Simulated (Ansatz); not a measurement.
Crystal: Ge.

```xyz
2
Lattice="0.0000 2.8289 2.8289 2.8289 0.0000 2.8289 2.8289 2.8289 0.0000" Properties=species:S:1:pos:R:3 pbc="T T T"
Ge    4.2434    4.2434    4.2434
Ge    2.8289    2.8289    2.8289
```

Base run:

```yaml
Program: Ansatz 0.2.0
Functional: revPBE
Potentials_or_basis: Ansatz PAW
Cutoff: "420 eV (not typed: the program's choice for these potentials)"
k_mesh: 5 × 5 × 5
Occupations: fermi-dirac, width 0.05 eV
Spin: no spin polarisation
```

Its results: band gap on the k mesh 0.11 eV, direct; pressure 5.0 GPa.

Problem. The run is repeated on the same cell with these changes: functional from revPBE to r2SCAN0; cutoff from 420 eV (not typed: the program's choice for these potentials) to 500 eV (not typed: the program's choice for these potentials). What comes out?

Solution. Band gap on the k mesh 1.66 eV, indirect (least direct gap 1.68 eV); pressure -0.9 GPa.

r2SCAN0 gives the wider gap, since exact exchange removes part of the self-interaction.

Caveats: the PAW data sets come from PBE, with cores solved anew for the run's functional, which leaves a small shift of forces and pressure; odd divisions of the mesh miss points on the zone boundary, where band edges often lie, so the gap on the mesh can be too wide (some runs); the thresholds are loose for stress (some runs).
